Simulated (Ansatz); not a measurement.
Runs of Ansatz 0.2.0 on In2O3. The structure is trigonal, space group R-3c (No. 167). Conventional cell: a = 5.487 Å, b = 5.487 Å, c = 14.510 Å, α = 90.00°, β = 90.00°, γ = 120.00°. In (site symmetry 3) is surrounded by 6 O at 2.12 to 2.26 Å. O (site symmetry 2) has 4 In at 2.12 to 2.26 Å as nearest neighbours. 

| level | cutoff (eV) | gap on the mesh (eV) | pressure (GPa) | relaxed volume (Å³/atom) |
| --- | --- | --- | --- | --- |
| LDA | 420 | 1.29 | 0.0 | (b) |
| PBE | 420 | 0.97 | 0.0 | 13.24 |
| r2SCAN | 500 | (a) | 0.0 | 12.75 |
| PBEsol | 420 | 1.12 | 0.0 | 12.75 |

Alike in all rows: task relaxation of cell and atoms; potentials or basis Ansatz PAW; no spin polarisation; cell relaxed; k mesh 6 × 6 × 6; smearing fermi-dirac 0.05 eV.

**Question.** Estimate the missing entries.

**Answer.** (a) 1.80; (b) 12.38.

Caveats: the plane-wave basis is chosen anew once the cell has moved, so the energies of steps on either side of that aren't comparable; spin-orbit coupling is left out, which moves the levels of the heavy elements; the PAW data sets come from PBE, with cores solved anew for the run's functional, which leaves a small shift of forces and pressure (some runs).

A k mesh can miss the band edges, and the runs leave out spin-orbit coupling on In.
